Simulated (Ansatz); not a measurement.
MnAs (P6_3/mmc)

These are results of DFT r2SCAN, scalar-relativistic, plane waves, PAW in Ansatz 0.2.0, not measurements.

Cutoff 500 eV; k points 12×12×8 on the computed 4-atom cell (Γ-centred); Gaussian smearing, width 0.10 eV; collinear spin from starting moments 4.11 4.11 -0.19 -0.19 μB.

The structure is relaxed at this level of theory with its symmetry kept. Whether it is the stable form of this composition wasn't checked.

```cif
data_structure
_symmetry_space_group_name_H-M 'P6_3/mmc'
_symmetry_Int_Tables_number 194
_cell_length_a 3.7479
_cell_length_b 3.7479
_cell_length_c 5.7149
_cell_angle_alpha 90.000
_cell_angle_beta 90.000
_cell_angle_gamma 120.000
_cell_volume 69.52
loop_
_atom_site_label
_atom_site_type_symbol
_atom_site_symmetry_multiplicity
_atom_site_Wyckoff_symbol
_atom_site_fract_x
_atom_site_fract_y
_atom_site_fract_z
_atom_site_occupancy
Mn1 Mn 2 a 0.00000 0.00000 0.00000 1
As1 As 2 c 0.33333 0.66667 0.25000 1
```

(1) Formation energy from the elements' standard states (uncorrected)?

(2) Density of states at the Fermi level?

(3) Löwdin character within 0.5 eV of the Fermi level?

(4) Bader charges (e)?

(5) Total moment?

(6) Site moments (μB; atoms counted from 1 over the whole cell)?

The state reached may not be the lowest one. Only parallel moments were tried here.

Only this magnetic start was tried.

Answers

(1) -0.500 eV/atom.

(2) 1.57 states/eV per cell.

(3) Mn 3d 52 %, As 4p 37 %, unprojected 6 %.

(4) Mn (2 in the cell) 0.89, As (2 in the cell) -0.89.

(5) 7.33 μB per cell.

(6) Mn (atom 1) 3.74, Mn (atom 2) 3.74, As (atom 3) -0.17, As (atom 4) -0.17.

Cost: 1 run of about 5.4 core-minutes, on Arm Neoverse N1 (shared hosts).